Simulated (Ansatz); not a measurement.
A calculation with Ansatz 0.2.0 of Cs (native input, structure typed inline):

input.yaml

```yaml
crystal:
  lattice:
    - [5.41866044, 0.0, 0.0]
    - [-1.8062201463, 5.1087620562, 0.0]
    - [-1.8062201463, -2.5543810273, 4.4243177231]
  atoms:
    - { symbol: Cs, position: [0.0, 0.0, 0.0] }
hamiltonian:
  xc: pbe
  pseudopotentials: { kind: paw_fr }
magnetization:
  noncollinear: true
  spin_orbit: true
kpoints:
  mp_grid: { grid: [6, 6, 6] }
scf:
  occupations: { method: tetrahedron }
output:
  forces: true
  stress: true
  xc_energy_on_converged_density: [lda, pbesol, rpbe, revpbe, blyp]
```

Potentials or basis: Ansatz PAW.

The run is started by

```console
$ ansatz run input.yaml --threads 2 --pin off --max-ram 5120MiB --backend cpu --events-out ev --progress --plain --runs-dir out
```

Q: Write the same calculation in another form: ASE script, structure from a P1 CIF.

A: As run:

The input run.py:

```python
import json

import ase.io
import numpy as np

import ansatz as az

atoms = ase.io.read("Cs.cif")
atoms.info.pop("occupancy", None)

calculation = (
    az.Crystal.from_ase(atoms)
    .calculation()
    .kpoints(6, 6, 6)
    .functional("pbe")
    .pseudopotentials(kind="paw_fr")
    .spin("noncollinear", soc=True)
    .occupations(method="tetrahedron")
    .density()
    .potential()
    .output_files(volumetric_format="npy")
    .electron_localization_function()
    .xc_energy_on_converged_density(("lda", "pbesol", "rpbe", "revpbe", "blyp"))
    .forces()
    .stress()
)
outcome = calculation.run(threads=2, events_out="events.jsonl")

report = outcome.report
for line in open("events.jsonl"):
    event = json.loads(line)
    if event["event"] == "scf_iter":
        d = event["data"]
        print(f"SCF {d['iter']:3d}  HF = {d['harris_foulkes_ev']:.6f} eV  dr2 = {d['dr2_ev']:.2e} eV")
    elif event["event"] in ("relax_step", "md_step"):
        d = event["data"]
        print(f"{event['event']} {d['step']:3d}  E = {d['lagrangian_ev']:.6f} eV")
np.set_printoptions(precision=5, suppress=True, linewidth=110)
print("converged:", report["converged"], "after", report["n_iterations"], "iterations")
print(f"free energy {report['free_energy_ev']:.6f} eV, Fermi level {report['fermi_energy_ev']:.4f} eV")
for key in ("band_edges_ev", "magnetization_mub", "site_moments_mub", "site_moments_nc_mub", "forces_ev_ang",
                "stress_gpa", "kpoints_frac", "eigenvalues_ev"):
    if report.get(key) is not None:
        print(key, np.array(report[key]), sep="\n")
```

The input Cs.cif:

```cif
data_Cs
_cell_length_a 5.41866044
_cell_length_b 5.41866044
_cell_length_c 5.41866044
_cell_angle_alpha 109.47122063
_cell_angle_beta 109.47122063
_cell_angle_gamma 109.47122063
_space_group_name_H-M_alt 'P1'
_space_group_name_Hall 'P 1'
_space_group_IT_number 1
loop_
_space_group_symop_operation_xyz
'x,y,z'
loop_
_atom_site_label
_atom_site_type_symbol
_atom_site_symmetry_multiplicity
_atom_site_Wyckoff_symbol
_atom_site_fract_x
_atom_site_fract_y
_atom_site_fract_z
_atom_site_occupancy
Cs1 Cs 1 a 0.0000000000 0.0000000000 0.0000000000 1
```

Potentials or basis: Ansatz PAW.

Command:

```bash
$ python run.py
```

Both were run:

|  | native input, structure typed inline | ASE script, structure from a P1 CIF |
| --- | --- | --- |
| Pressure | -0.1 GPa | -0.1 GPa |
| Band gap on the k mesh | none (metal or under the smearing width) | none (metal or under the smearing width) |

Keys that steer only the numerical path or the files written may differ.

Caveat: with tetrahedron occupations forces and stress needn't match the slope of the energy.
